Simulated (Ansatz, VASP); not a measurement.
**Al: VASP beside Ansatz**

Contents of INCAR:

```
SYSTEM = Al
ALGO = Normal
EDIFF = 1E-7
ENCUT = 520
GGA = PS
ISIF = 2
ISMEAR = 0
LASPH = .TRUE.
LCHARG = .TRUE.
LELF = .TRUE.
LREAL = .FALSE.
LVHAR = .TRUE.
LWAVE = .FALSE.
NBANDS = 30
NELM = 100
PREC = Accurate
SIGMA = 0.1
```

Contents of KPOINTS:

```
k-points
0
G
  3 3 3
  0 0 0
```

The input POSCAR:

```
Al
1.0
    3.2899836489      1.8994729454      5.6107452276
   -3.2899836489      1.8994729454      5.6107452276
    0.0000000000     -3.7989458906      5.6107452276
Al
12
Direct
    0.0101900000      0.6536100000      0.0101900000
    0.0101900000      0.0101900000      0.6536100000
    0.6536100000      0.0101900000      0.0101900000
    0.9898100000      0.3463900000      0.9898100000
    0.3463900000      0.9898100000      0.9898100000
    0.9898100000      0.9898100000      0.3463900000
    0.2211800000      0.6306000000      0.2211800000
    0.2211800000      0.2211800000      0.6306000000
    0.6306000000      0.2211800000      0.2211800000
    0.7788200000      0.3694000000      0.7788200000
    0.3694000000      0.7788200000      0.7788200000
    0.7788200000      0.7788200000      0.3694000000
```

Input for Ansatz:

```yaml
crystal:
  lattice:
    - [3.2899836489, 1.8994729454, 5.6107452276]
    - [-3.2899836489, 1.8994729454, 5.6107452276]
    - [0.0, -3.7989458906, 5.6107452276]
  atoms:
    - { symbol: Al, position: [0.01019, 0.65361, 0.01019] }
    - { symbol: Al, position: [0.01019, 0.01019, 0.65361] }
    - { symbol: Al, position: [0.65361, 0.01019, 0.01019] }
    - { symbol: Al, position: [0.98981, 0.34639, 0.98981] }
    - { symbol: Al, position: [0.34639, 0.98981, 0.98981] }
    - { symbol: Al, position: [0.98981, 0.98981, 0.34639] }
    - { symbol: Al, position: [0.22118, 0.6306, 0.22118] }
    - { symbol: Al, position: [0.22118, 0.22118, 0.6306] }
    - { symbol: Al, position: [0.6306, 0.22118, 0.22118] }
    - { symbol: Al, position: [0.77882, 0.3694, 0.77882] }
    - { symbol: Al, position: [0.3694, 0.77882, 0.77882] }
    - { symbol: Al, position: [0.77882, 0.77882, 0.3694] }
basis:
  ecutwfc: 420
kpoints:
  mp_grid: { grid: [3, 3, 3] }
hamiltonian:
  xc: pbesol
scf:
  occupations: { method: gaussian, width: 0.1 }
  lower_state_search: "off"
output:
  forces: true
  stress: true
  eigenvalues: true
```

Alike in both runs: task single point; functional PBEsol; k mesh 3 × 3 × 3; occupations gaussian, width 0.1 eV; no spin polarisation.

|  | VASP | Ansatz |
| --- | --- | --- |
| version | VASP 6.6.1 | Ansatz 0.2.0 |
| potentials or method | VASP PAW PBE potentials, release 64 (Al) | scalar-relativistic, plane waves, PAW |
| plane-wave cutoff (eV) | 520 | 420 |
| valence electrons in the cell | 36 | 36 |

|  | VASP | Ansatz | Ansatz less VASP |
| --- | --- | --- | --- |
| gap on the k mesh at the Fermi level (eV) | none | none | - |
| rms of the force components (eV/Å) | 1.438 | 1.426 | -0.0112 |

Atom by atom the forces differ by 0.011 eV/Å (rms over components). A gap of «none» marks a metal or a gap that the smearing closes.

Caveats: the k mesh is coarse (spacing up to 0.39 Å⁻¹), so the values aren't converged; the PAW data sets were made with another functional, which shifts forces and pressure a little (VASP).
